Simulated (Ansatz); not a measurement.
**HfO2: band gap under strain**

Aim: follow the gap of HfO2 (database structure) through these states: -1.0 % equal strain in all directions; +1.0 % equal strain in all directions; +2.0 % equal strain in all directions. The table at the end shows which levels were run.

The runs shown are made with Ansatz 0.2.0. PAW datasets, plane waves. (Simulation; spin polarisation is off.)

## (1) The cell

The unstrained cell was relaxed with r2SCAN; in each strained cell the atoms were relaxed again with r2SCAN. Names of k-points are those of the unstrained zone, where strain can split equivalent points. First state: -1.0 % equal strain in all directions.

The symmetry is Pca2_1 (No. 29, orthorhombic); conventional cell a = 5.194 Å, b = 4.980 Å, c = 5.009 Å, 10.80 Å³ an atom. Near Hf stand 7 O at 2.02–2.21 Å; near O stand 3 Hf at 2.02–2.14 Å; near O stand 4 Hf at 2.10–2.21 Å.

The structure in full:

```cif
data_structure
_symmetry_space_group_name_H-M 'P 1'
_symmetry_Int_Tables_number 1
_cell_length_a 5.1940
_cell_length_b 4.9801
_cell_length_c 5.0087
_cell_angle_alpha 90.000
_cell_angle_beta 90.000
_cell_angle_gamma 90.000
_cell_volume 129.56
loop_
_atom_site_label
_atom_site_type_symbol
_atom_site_fract_x
_atom_site_fract_y
_atom_site_fract_z
_atom_site_occupancy
Hf1 Hf 0.03282 0.26832 0.24405 1
Hf2 Hf 0.46718 0.26832 0.74405 1
Hf3 Hf 0.53282 0.73168 0.24405 1
Hf4 Hf 0.96718 0.73168 0.74405 1
O1 O 0.37162 0.07588 0.37511 1
O2 O 0.12838 0.07588 0.87511 1
O3 O 0.73748 0.45682 0.49384 1
O4 O 0.76252 0.45682 0.99384 1
O5 O 0.26252 0.54318 0.99384 1
O6 O 0.23748 0.54318 0.49384 1
O7 O 0.87162 0.92412 0.37511 1
O8 O 0.62838 0.92412 0.87511 1
```

From earlier runs on the unstrained cell: PBE 4.42 eV, r2SCAN 4.94 eV, HSE06 6.08 eV; a = 5.247 Å, b = 5.030 Å, c = 5.059 Å.

## (2) -1.0 % equal strain in all directions: PBE

input.yaml reads:

```yaml
crystal:
  lattice:
    - [5.1940412271, 0.0, 0.0]
    - [0.0, 4.9800652347, 0.0]
    - [0.0, 0.0, 5.0087060249]
  atoms:
    - { symbol: Hf, position: [0.0328212042, 0.268321784, 0.2440461505] }
    - { symbol: Hf, position: [0.4671787958, 0.268321784, 0.7440461505] }
    - { symbol: Hf, position: [0.5328212042, 0.731678216, 0.2440461505] }
    - { symbol: Hf, position: [0.9671787958, 0.731678216, 0.7440461505] }
    - { symbol: O, position: [0.371620916, 0.0758827805, 0.3751100135] }
    - { symbol: O, position: [0.128379084, 0.0758827805, 0.8751100135] }
    - { symbol: O, position: [0.7374792123, 0.4568182967, 0.4938438361] }
    - { symbol: O, position: [0.7625207877, 0.4568182967, 0.9938438361] }
    - { symbol: O, position: [0.2625207877, 0.5431817033, 0.9938438361] }
    - { symbol: O, position: [0.2374792123, 0.5431817033, 0.4938438361] }
    - { symbol: O, position: [0.871620916, 0.9241172195, 0.3751100135] }
    - { symbol: O, position: [0.628379084, 0.9241172195, 0.8751100135] }
kpoints:
  mp_grid: { grid: [6, 6, 6] }
  band_path:
    path:
      - [0.0, 0.0, 0.0]
      - [0.5, 0.0, 0.0]
      - [0.5, 0.5, 0.0]
      - [0.0, 0.5, 0.0]
      - [0.0, 0.0, 0.5]
      - [0.5, 0.0, 0.5]
      - [0.5, 0.5, 0.5]
      - [0.0, 0.5, 0.5]
      - [0.1, 0.5, 0.0]
      - [0.0, -0.041667, 0.0]
      - [0.25, -0.5, 0.348958]
    npoints: 1
hamiltonian:
  xc: pbe
scf:
  occupations: { method: fermi_dirac, width: 0.02 }
  n_extra_bands: 7
output:
  forces: true
  stress: true
  eigenvalues: true
```

Further steps of the session: -1.0 % equal strain in all directions: r2SCAN; -1.0 % equal strain in all directions: HSE06; +1.0 % equal strain in all directions: PBE; +1.0 % equal strain in all directions: r2SCAN; +1.0 % equal strain in all directions: HSE06; +2.0 % equal strain in all directions: PBE; +2.0 % equal strain in all directions: r2SCAN; +2.0 % equal strain in all directions: HSE06.

What does the calculation give?

As calculated:

Least gap in eV (negative: overlap), with the change from the unstrained cell in brackets:

| state | volume change (%) | PBE | r2SCAN | HSE06 |
| --- | --- | --- | --- | --- |
| -1.0 % equal strain in all directions | -3.0 | 4.51 (+0.09) | 5.04 (+0.10) | 6.18 (+0.10) |
| +1.0 % equal strain in all directions | +3.0 | 4.39 (-0.03) | 4.90 (-0.04) | 6.04 (-0.04) |
| +2.0 % equal strain in all directions | +6.1 | 4.43 (+0.01) | 4.94 (+0.00) | 6.08 (+0.00) |

What this shows: The largest move of the HSE06 gap in the table is +0.095 eV, under -1.0 % equal strain in all directions. PBE and HSE06 differ by 1.66 eV on the unstrained gap, and by at most 0.01 eV on its change: the two disagree on the size of the gap but agree on its response to strain. Spin-orbit coupling is left out of the table, though the cell holds Hf (Z = 72); in an element this heavy it can shift bands and gaps by tenths of an eV.
